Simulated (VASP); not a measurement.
Runs of VASP 6.6.1 on ZnS (Wurtzite-2H). Symmetry: P6_3mc, No. 186, hexagonal system. The conventional cell has a = 3.811 Å, b = 3.811 Å, c = 6.234 Å, α = 90.00°, β = 90.00°, γ = 120.00°. Zn (site symmetry 3m) has 4 S at 2.31 to 2.40 Å as nearest neighbours. Around S (site symmetry 3m) lie 4 Zn at 2.31 to 2.40 Å. 

```tsv
task	potentials or basis	cell	cutoff (eV)	smearing	gap on the mesh (eV)	pressure (GPa)	relaxed volume (Å³/atom)	largest force (eV/Å)
single point	VASP PAW PBE potentials, release 64 (Zn, S)	as given	520	gaussian 0.02 eV	2.25	2.5	-	0.32
band structure	VASP PAW PBE potentials, release 54 (Zn, S)	as given	520	fermi-dirac 0.05 eV	2.25	-	-	-
band structure	VASP PAW PBE potentials, release 54 (Zn, S)	as given	500	fermi-dirac 0.05 eV	2.25	-	-	-
relaxation of cell and atoms	VASP PAW PBE potentials, release 54 (Zn, S)	relaxed	580	fermi-dirac 0.05 eV	2.07	0.0	20.24	-
band structure	VASP PAW PBE potentials, release 64 (Zn, S_h)	as given	900	fermi-dirac 0.05 eV	2.25	(a)	-	0.32
single point	VASP PAW PBE potentials, release 64 (Zn, S)	as given	520	gaussian 0.029 eV	2.25	2.5	-	0.32
relaxation of cell and atoms	VASP PAW PBE potentials, release 64 (Zn, S_h)	relaxed	980	fermi-dirac 0.05 eV	2.07	0.0	20.25	-
relaxation of cell and atoms	VASP PAW PBE potentials, release 54 (Zn, S)	relaxed	600	fermi-dirac 0.05 eV	(b)	0.1	20.20	0.01
```

Alike in all rows: level PBE; no spin polarisation; k mesh 8 × 8 × 5.

Task: Estimate the missing entries.

Result: (a) 2.6; (b) 2.08.

